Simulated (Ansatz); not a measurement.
# Quasi-harmonic thermodynamics of HfO2 (Fm-3m)

Aim: the lattice, expansion, heat capacity and bulk modulus of HfO2 as it warms.

Program: Ansatz 0.2.0. Level of theory: DFT PBEsol, scalar-relativistic, plane waves, PAW. Results are calculated unless marked as measured.

Most raw output is cut from this account.

## (1) Starting point

It takes space group Fm-3m (No. 225, cubic). The conventional cell has a = 5.115 Å, b = 5.115 Å, c = 5.115 Å, α = 90.00°, β = 90.00°, γ = 90.00°. Nearest to Hf lie 8 O at 2.21 Å. Nearest to O lie 4 Hf at 2.21 Å. Farther neighbours and most contacts between anions are not listed.

## (2) Probe on a coarse mesh

Before spending time, one coarse run tells the gap and the pressure of the starting cell.

File input.yaml:

```yaml
crystal:
  lattice:
    - [0.0, 2.5575, 2.5575]
    - [2.5575, 0.0, 2.5575]
    - [2.5575, 2.5575, 0.0]
  atoms:
    - { symbol: Hf, position: [0.0, 0.0, 0.0] }
    - { symbol: O, position: [0.25, 0.25, 0.25] }
    - { symbol: O, position: [0.75, 0.75, 0.75] }
kpoints:
  mp_grid: { grid: [6, 6, 6] }
hamiltonian:
  xc: pbesol
scf:
  occupations: { method: gaussian, width: 0.1 }
output:
  forces: true
  stress: true
  eigenvalues: true
```

Started as:

```
$ ansatz run input.yaml --threads 4 --pin off --max-ram 16384MiB --backend cpu --events-out ev --progress --plain --runs-dir out
```

Wall time 0.88 s (4 threads of Arm Neoverse N1, shared host); peak memory 0.29 GiB.

A gap read on the k-mesh alone can miss the band edges.

Numbers from this step:

* pressure: -10.18 GPa
* gap on the k-mesh: 3.590 eV
* volume per atom: 11.15 Å³

The start is under -10 GPa at this level and looks like an insulator or semiconductor on this mesh.

## (3) A loose first relaxation

The start is far from rest, so a relaxation with loose thresholds first brings it near the minimum.

input.yaml, as its differences from that of step 2:

```diff
@@ -19 +19,6 @@
   eigenvalues: true
+relax:
+  adjacent_minimum: "off"
+  f_tol: 0.05
+  max_steps: 80
+  cell: { stress_tol: 0.5 }
```

Run time: 2.4 s. Hardware: 4 threads; peak memory 0.3 GiB; 6.9 s of CPU time.

Relaxation path:

```csv
step,energy less that of the first step (eV),largest force component (eV/Å),pressure (GPa),volume (Å³)
1,0.0000,0.0000,-10.18,33.46
2,-0.0508,0.0000,2.80,31.80
3,-0.0515,0.0000,-0.17,32.14
4*,-0.0451,0.0000,-0.50,32.14
```

Relaxation steps marked * repeat the geometry before them on a plane-wave basis chosen anew for their cell, so energy and pressure can jump there.

The run keeps the 48 symmetry operations that it works with, so distortions that break them were not tested.

```csv
"conventional cell, symmetrised",before,after,change
a (Å),5.115,5.047,-1.3 %
b (Å),5.115,5.047,-1.3 %
c (Å),5.115,5.047,-1.3 %
volume (Å³/atom),11.15,10.71,-3.9 %
```

The relaxed structure:

```xyz
3
Lattice="0.0000 2.5235 2.5235 2.5235 0.0000 2.5235 2.5235 2.5235 0.0000" Properties=species:S:1:pos:R:3 pbc="T T T"
Hf    0.0000    0.0000    0.0000
O     1.2617    1.2617    1.2617
O     3.7852    3.7852    3.7852
```

Numbers from this step:

| Quantity | Value |
| --- | --- |
| pressure | -0.4983 GPa |
| gap on the k-mesh | 3.684 eV |
| volume per atom | 10.71 Å³ |

The relaxation ends with a pressure of -0.50 GPa.

## (4) Finding the static equilibrium

Phonons are second derivatives about a minimum, so cell and atoms are relaxed first, inside the symmetry of the start.

File input.yaml:

```yaml
crystal:
  lattice:
    - [0.0, 2.5234995102, 2.5234995102]
    - [2.5234995102, 0.0, 2.5234995102]
    - [2.5234995102, 2.5234995102, 0.0]
  atoms:
    - { symbol: Hf, position: [0.0, 0.0, 0.0] }
    - { symbol: O, position: [0.25, 0.25, 0.25] }
    - { symbol: O, position: [0.75, 0.75, 0.75] }
kpoints:
  mp_grid: { grid: [8, 8, 8] }
hamiltonian:
  xc: pbesol
scf:
  occupations: { method: gaussian, width: 0.02 }
output:
  forces: true
  stress: true
  eigenvalues: true
relax:
  adjacent_minimum: "off"
  f_tol: 0.005
  max_steps: 80
  cell: { stress_tol: 0.05 }
```

Elapsed: 3.1 s, on 4 threads; peak memory 0.32 GiB; 9.3 s of CPU time.

Little changed from the start: no atom moved by 0.005 Å and no cell edge by 0.1 %.

This step gave:

* pressure: -0.02051 GPa
* gap on the k-mesh: 3.688 eV
* volume per atom: 10.69 Å³

## (5) Relaxing to small residual forces and stress

The thresholds are tightened for a last relaxation ahead of the phonons, and where mesh or smearing change with them the cell follows.

input.yaml, the sections that differ from step 4:

```yaml
crystal:
  lattice:
    - [0.0, 2.5219532035, 2.5219532035]
    - [2.5219532035, 0.0, 2.5219532035]
    - [2.5219532035, 2.5219532035, 0.0]
  atoms:
    - { symbol: Hf, position: [0.0, 0.0, 0.0] }
    - { symbol: O, position: [0.25, 0.25, 0.25] }
    - { symbol: O, position: [0.75, 0.75, 0.75] }
scf:
  occupations: { method: fixed }
relax:
  adjacent_minimum: "off"
  f_tol: 0.001
  max_steps: 60
  cell: { stress_tol: 0.01 }
# kpoints, hamiltonian, output: as in step 4
```

Wall time 2.4 s (4 threads); peak memory 0.32 GiB; 7.1 s of CPU time.

Little changed from the start: no atom moved by 0.005 Å and no cell edge by 0.1 %.

This step gave:

| Quantity | Value |
| --- | --- |
| pressure | 0.002647 GPa |

The residual pressure is 0.0026 GPa, small enough for phonons.

## (6) Phonons on strained cells

Thermal expansion follows from how the free energy of the vibrations (and of the electrons in a metal) changes with strain, so the program makes strained cells, their phonons and a fit in one run.

File input.yaml:

```yaml
crystal:
  lattice:
    - [0.0, 2.5218796294, 2.5218796294]
    - [2.5218796294, 0.0, 2.5218796294]
    - [2.5218796294, 2.5218796294, 0.0]
  atoms:
    - { symbol: Hf, position: [0.0, 0.0, 0.0] }
    - { symbol: O, position: [0.25, 0.25, 0.25] }
    - { symbol: O, position: [0.75, 0.75, 0.75] }
kpoints:
  mp_grid: { grid: [8, 8, 8] }
hamiltonian:
  xc: pbesol
scf:
  occupations: { method: fixed }
output:
  eigenvalues: true
phonons:
  method: dfpt
  qmesh: [4, 4, 4]
  temperatures: { t_max: 1200.0, t_step: 50 }
  thermal_expansion: {}
```

Run time: 6.5 min. Hardware: 4 threads; peak memory 1.5 GiB.

The run ended with an error.

The program's message: “vibrations stand at or below zero in cell 4 (0.141 modes a cell, the lowest at -220.1 cm⁻¹): the crystal is at no minimum there, or its k-points are too few: type the crystal that it becomes, another …”

## (7) Phonons of the refused cell

The study refused this cell, so its phonons are run alone to see which modes are imaginary.

input.yaml, the sections that differ from step 6:

```yaml
phonons:
  method: dfpt
  dielectric: true
  rigid_motions: translations
  qmesh: [4, 4, 4]
  temperatures: { t_max: 1000, t_step: 50 }
  qpath:
    path:
      - [[0.0, 0.0, 0.0], [0.5, 0.0, 0.5], [0.625, 0.25, 0.625]]
      - [[0.375, 0.375, 0.75], [0.0, 0.0, 0.0], [0.5, 0.5, 0.5], [0.5, 0.25, 0.75], [0.5, 0.0, 0.5]]
    npoints: 10
# crystal, kpoints, hamiltonian, scf, output: as in step 6
```

The job ended after 3.3 min (4 threads; peak memory 1.3 GiB).

Numbers from this step:

- lowest frequency on the path: -221.0 cm⁻¹
- point group: m-3m
- highest frequency: 690.9 cm⁻¹

ε∞:

```
5.38 0.00 0.00
0.00 5.38 0.00
0.00 0.00 5.38
```

Born charge (rows field, columns displacement) (e), principal values of the symmetric part by kind of site:

```csv
atom,atoms with these values,low,middle,high,mean
Hf1,1,5.56,5.56,5.56,5.56
O2,2,-2.78,-2.78,-2.78,-2.78
```

In full for Hf1:

```
5.56 0.00 0.00
0.00 5.56 0.00
0.00 0.00 5.56
```

ε₀ (ions relaxed, fixed cell):

```
36.77  0.00  0.00
 0.00 36.77  0.00
 0.00  0.00 36.77
```

LO-TO term included. The phonon branches at the labelled points (cm⁻¹):

```csv
point,branch 1,branch 2,branch 3,branch 4,branch 5,branch 6,branch 7,branch 8,branch 9
Γ,0,0,0,236,236,580,580,580,617
halfway,76,76,197,252,252,432,574,574,654
X,-221,96,96,255,308,308,560,560,691
halfway,-193,95,115,241,314,326,554,564,686
U,-89,92,151,213,329,370,535,571,671
jump to K,-89,92,151,213,329,370,535,571,671
halfway,87,87,174,241,393,488,521,585,615
Γ,0,0,0,236,236,580,580,580,617
halfway,77,77,146,320,320,537,555,555,606
L,88,88,193,403,403,500,516,516,589
halfway,91,144,172,298,322,445,495,581,638
W,-33,100,186,186,238,464,464,602,664
halfway,-167,98,128,232,282,368,534,579,680
X,-221,96,96,255,308,308,560,560,691
```

Tetrahedra on 24 24 24, mean over bins of 10 cm⁻¹. Table of phonon density of states by wavenumber; read off at these points:

```csv
wavenumber (cm⁻¹),phonon density of states (1/cm⁻¹/cell)
-225,0
-205,3.0e-4
-175,5.5e-4
-155,5.9e-4
-125,6.2e-4
-105,5.7e-4
-75,4.6e-4
-55,4.2e-4
-25,4.4e-4
-5,4.8e-4
25,0.00112
45,0.00286
75,0.0117
95,0.0634
125,0.0142
145,0.00868
175,0.0173
185,0.0290
195,0.0121
225,0.00978
245,0.0146
255,0.0159
275,0.0125
295,0.0129
325,0.0107
345,0.00996
375,0.00992
395,0.0106
425,0.00858
445,0.0113
475,0.00545
495,0.0108
525,0.0135
545,0.0151
575,0.0461
595,0.00925
615,0.0142
625,0.0131
645,0.0131
675,0.00802
695,5.0e-5
```

No LO-TO term. The modes at Γ (shares of kinetic energy by element, %):

```csv
mode,frequency (cm⁻¹),symmetry,Hf %,O %
1,0.0,T1u,85,15
2,0.0,T1u,85,15
3,0.0,T1u,85,15
4,236.0,T1u,15,85
5,236.0,T1u,15,85
6,236.0,T1u,15,85
7,580.0,T2g,0,100
8,580.0,T2g,0,100
9,580.0,T2g,0,100
```

Displacements in mode 5 (236.0 cm⁻¹), the largest set to 1:
```
Hf1  0.17 -0.18  0.09
O2  -0.96  1.00 -0.50
O3  -0.96  1.00 -0.50
```

Displacements in mode 7 (580.0 cm⁻¹), the largest set to 1:
```
Hf1  0.00  0.00  0.00
O2   0.21  0.10 -1.00
O3  -0.21 -0.10  1.00
```

Lowest modes at the softest wavevector of the mesh; phase exp(i q.(R + tau)). Modes at q = (0.000, 0.500, 0.500), with each element's share of the kinetic energy (negative means imaginary):

```csv
mode,frequency (cm⁻¹),Hf %,O %
1,-221.0,0,100
2,96.5,100,0
3,96.5,100,0
4,254.6,100,0
5,307.6,0,100
6,307.6,0,100
```

Displacements in mode 1 (-221.0 cm⁻¹), the largest set to 1, in the home cell:
```
Hf1 0.00 0.00 0.00
O2  1.00 0.00 0.00
O3  1.00 0.00 0.00
```

Displacements in mode 6 (307.6 cm⁻¹), the largest set to 1, in the home cell (x, y, z of the real part, then of the imaginary part):
```
Hf1  0.00  0.00  0.00  0.00  0.00  0.00
O2   0.00  0.26 -1.00  0.00  0.14  0.04
O3   0.00 -0.26  1.00  0.00 -0.14 -0.04
```

The modes has structure finer than the step of the table below, so its rows give means over 25 cm⁻¹, whole bins alone (the curve runs from -226 to 721 cm⁻¹). Peaks (cm⁻¹: height): Hf 89.6: 0.0549, 184.9: 0.0205; O 256.4: 0.0132, 572.1: 0.0374, 655.5: 0.0137.

Phonopy on the run's constants, 19x19x19 mesh, Gaussian sigma 6.8 cm⁻¹. The modes by wavenumber; means over each step; values in 1/cm⁻¹/cell:

```csv
wavenumber (cm⁻¹),Hf,O
-200,0,4.0e-4
-175,8.0e-7,5.5e-4
-150,5.0e-6,5.8e-4
-125,1.7e-5,6.5e-4
-100,2.4e-5,7.7e-4
-75,2.9e-5,3.6e-4
-50,3.3e-5,4.4e-4
-25,6.4e-5,4.2e-4
0,5.8e-5,1.4e-4
25,6.9e-4,3.9e-4
50,0.00296,5.4e-4
75,0.0201,0.00120
100,0.0358,0.00162
125,0.0119,0.00186
150,0.00785,0.00121
175,0.0153,0.00196
200,0.0120,0.00222
225,0.00673,0.00397
250,0.00283,0.0112
275,7.6e-4,0.0122
300,5.4e-4,0.0118
325,4.2e-4,0.0105
350,2.9e-4,0.00970
375,2.0e-4,0.00962
400,1.5e-4,0.00993
425,1.3e-4,0.00929
450,1.1e-4,0.00858
475,5.2e-5,0.00655
500,2.7e-5,0.0115
525,1.0e-5,0.0138
550,1.9e-5,0.0181
575,4.8e-5,0.0318
600,2.4e-4,0.0118
625,5.7e-4,0.0122
650,2.1e-4,0.0131
675,5.0e-5,0.00816
700,7.4e-7,8.2e-4
```

Lorentz oscillators from the run's modes, damping 2 % of each frequency (typed, at least 3 cm⁻¹). Table of reflectivity, E along x by wavenumber; read off at these points:

```csv
wavenumber (cm⁻¹),"reflectivity, E along x"
25.0,0.516
50.0,0.521
75.0,0.530
100.0,0.543
125.0,0.562
150.0,0.590
175.0,0.629
200.0,0.690
225.0,0.808
250.0,0.978
275.0,0.985
300.0,0.987
325.0,0.987
350.0,0.987
370.7,0.987
375.0,0.986
400.0,0.986
425.0,0.984
450.0,0.982
475.0,0.979
500.0,0.975
525.0,0.969
550.0,0.959
575.0,0.938
600.0,0.878
625.0,0.191
650.0,0.016
675.0,0
700.0,0.00586
725.0,0.0158
750.0,0.0263
775.0,0.0367
800.0,0.0455
825.0,0.0541
850.0,0.0618
875.0,0.0685
900.0,0.0741
925.0,0.0798
950.0,0.0847
975.0,0.0891
```

The lowest solved frequency is -221 cm⁻¹, so the cell is unstable here and gives no valid free energy.

## (8) Results

```
lowest frequency at the solved wavevectors : -221 cm⁻¹
```

**Reading.** With imaginary harmonic modes at the relaxed cell the quasi-harmonic free energy is undefined, so no expansion is obtained for this phase at this level. The softest solved mode is 221i cm⁻¹ at q = (0, -0.5, -0.5), and 2 of 8 solved wavevectors carry a mode beyond 8i cm⁻¹. The starting cell comes from a crystallographic database, so the instability may belong to the level of theory or to the 0 K harmonic picture and not to the crystal; this functional changes the volume by -4 % against that cell. The interpolation has no quadrupole term, so branches near the zone centre are less sure, since this crystal has sites that are not centres of inversion. The PAW files were made for PBE and are used here under another functional, for which the program regenerates the frozen cores.

[Logs are printed without paths, hosts, clocks, repeated set-up lines and the standing remarks that a program may print on its own settings, such as how far it seeks lower states.]

[Hosts, paths, dates, database ids (printed as entryN), source tags and the programs' standing remarks are cut or masked in the printed files.]

[A step with changed settings may run another functional than the one named; its input shows which.]
